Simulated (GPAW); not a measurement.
C:

```
C
1.0
     2.52210    0.00000    0.00000
    -1.26105    2.18420    0.00000
     0.00000    0.00000    8.23710
C
8
Direct
  0.66667 0.33333 0.84375
  0.33333 0.66667 0.34375
  0.66667 0.33333 0.65625
  0.33333 0.66667 0.15625
  0.00000 0.00000 0.90625
  0.00000 0.00000 0.40625
  0.00000 0.00000 0.59375
  0.00000 0.00000 0.09375
```

This is a hexagonal form of diamond, not graphite.

| Quantity | Value |
| --- | --- |
| Program | GPAW 26.7.0 |
| Task | relaxation of cell and atoms |
| Functional | LDA |
| Potentials or basis | the program's PAW data sets (release 1.2.1) made for this functional |
| Cutoff | 800 eV |
| Basis | pw |
| k mesh | 7 × 7 × 2 |
| Occupations | fermi-dirac, width 0.05 eV |
| Spin | no spin polarisation |

At the start: pressure -12.9 GPa; volume 5.67 Å³/atom.

Task: Where does the relaxation end?

Result: Over 7 steps the energy falls by 8.4 meV/atom and the volume is 5.51 Å³/atom (-2.9 %); space group P6_3/mmc (No. 194, to 0.05 Å).

Step by step:
```csv
step,energy change (eV),largest force (eV/Å),pressure (GPa),volume (Å³)
1,0.0000,0.3295,-12.93,45.38
2,-0.0177,0.0975,-11.93,45.27
3,-0.0374,0.2091,-8.98,44.96
4,-0.0508,0.2954,-5.73,44.64
5,-0.0639,0.2274,-0.84,44.16
6,-0.0665,0.0667,0.42,44.03
7,-0.0669,0.0039,0.24,44.05
```

Final structure:
```
C
1.0
     2.48926    0.00000    0.00000
    -1.24463    2.15577    0.00000
     0.00000    0.00000    8.20826
C
8
Direct
  0.66667 0.33333 0.84447
  0.33333 0.66667 0.34447
  0.66667 0.33333 0.65553
  0.33333 0.66667 0.15553
  0.00000 0.00000 0.90707
  0.00000 0.00000 0.40707
  0.00000 0.00000 0.59293
  0.00000 0.00000 0.09293
```

Caveat: the k mesh is coarse; later steps reuse the first step's grids.
